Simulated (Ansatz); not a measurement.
# SiNi: the cost of one run

Computed with Ansatz 0.2.0 (DFT PBEsol, scalar-relativistic, plane waves, PAW, unless a step's input says otherwise).

1 further run of the same task is left out (set aside as unsound or not needed). Runs told in other sessions of the task aren't counted.

**1. The structure to begin with**

It takes space group Pnma (No. 62, orthorhombic). The conventional cell has a = 5.088 Å, b = 3.358 Å, c = 5.528 Å, α = 90.00°, β = 90.00°, γ = 90.00°. Si (site symmetry m) has 6 Ni at 2.26 to 2.38 Å in its first shell of neighbours. Around Ni (site symmetry m) lie 6 Si at 2.26 to 2.38 Å.

Coordinates:

```
Si Ni
1.0
     5.08783    0.00000    0.00000
     0.00000    3.35777    0.00000
     0.00000    0.00000    5.52783
Si Ni
4 4
Direct
  0.32143 0.75000 0.08656
  0.17857 0.25000 0.58656
  0.82143 0.75000 0.41344
  0.67857 0.25000 0.91344
  0.00930 0.25000 0.18739
  0.49070 0.75000 0.68739
  0.50930 0.25000 0.31261
  0.99070 0.75000 0.81261
```

This cell was relaxed beforehand with the same method: volume 11.80 Å³/atom, gap on the mesh none (metal).

**2. The reference cell**

Reference values: F = -25710.6052 eV; pressure 0.02 GPa; largest force 0.012 eV/Å; gap on the mesh none (metal). It was computed beforehand with the settings of the runs below.

**3. Setting up a frozen normal mode**

Mode 4 of the phonon run on this cell, counted from the lowest, is frozen in: each atom moves by x times its row below, so x is the largest displacement.

```
atom     ux      uy     uz
 Si1  0.000   0.850  0.000
 Si2  0.000  -0.850  0.000
 Si3  0.000   0.850  0.000
 Si4  0.000  -0.850  0.000
 Ni5  0.000   1.000  0.000
 Ni6  0.000  -1.000  0.000
 Ni7  0.000   1.000  0.000
 Ni8  0.000  -1.000  0.000
```

**4. At x = -0.200 Å**

input.yaml reads:

```yaml
crystal:
  lattice:
    - [5.0878283015, 0.0, 0.0]
    - [0.0, 3.3577715394, 0.0]
    - [0.0, 0.0, 5.527830097]
  atoms:
    - { symbol: Si, position: [0.3214276689, 0.6993765964, 0.0865554891] }
    - { symbol: Si, position: [0.1785723311, 0.3006234036, 0.5865554891] }
    - { symbol: Si, position: [0.8214276689, 0.6993765964, 0.4134445109] }
    - { symbol: Si, position: [0.6785723311, 0.3006234036, 0.9134445109] }
    - { symbol: Ni, position: [0.0093007299, 0.1904366862, 0.1873863599] }
    - { symbol: Ni, position: [0.4906992701, 0.8095633138, 0.6873863599] }
    - { symbol: Ni, position: [0.5093007299, 0.1904366862, 0.3126136401] }
    - { symbol: Ni, position: [0.9906992701, 0.8095633138, 0.8126136401] }
basis:
  ecutwfc: 420
kpoints:
  mp_grid: { grid: [8, 12, 8] }
hamiltonian:
  xc: pbesol
scf:
  occupations: { method: gaussian, width: 0.15 }
output:
  forces: true
  stress: true
  eigenvalues: true
```

Run with:

```bash
ansatz run input.yaml --threads 2 --pin off --max-ram 5120MiB --backend cpu --events-out ev --progress --plain --runs-dir out
```

What time and memory should one allow on 2 threads of Intel Xeon Platinum 8375C at 2.90GHz (Ice Lake), shared host?

About 25 s, with a peak of 1.1 GiB.
